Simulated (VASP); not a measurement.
The system is BAs.

```
CELL_PARAMETERS angstrom
0.00000 2.38850 2.38850
2.38850 0.00000 2.38850
2.38850 2.38850 0.00000
ATOMIC_POSITIONS crystal
B 0.00000 0.00000 0.00000
As 0.25000 0.25000 0.25000
```

Base run:

| Property | Result |
| --- | --- |
| Program | VASP 6.6.1 |
| Functional | HSE06 |
| Potentials or basis | VASP PAW PBE potentials, release 64 (B, As) |
| Cutoff | 520 eV |
| k mesh | 8 × 8 × 8 |
| Occupations | gaussian, width 0.03 eV |
| Spin | no spin polarisation |

Its results: band gap on the k mesh 1.86 eV, indirect (least direct gap 4.13 eV); pressure -0.6 GPa.

Q: The run is repeated on the same cell with these changes: functional from HSE06 to PBE0. What comes out?

A: Band gap on the k mesh 2.51 eV, indirect (least direct gap 4.77 eV); pressure -0.7 GPa.

Caveats: the PAW data sets were made with another functional, which shifts forces and pressure a little.

A k mesh can miss the band edges.
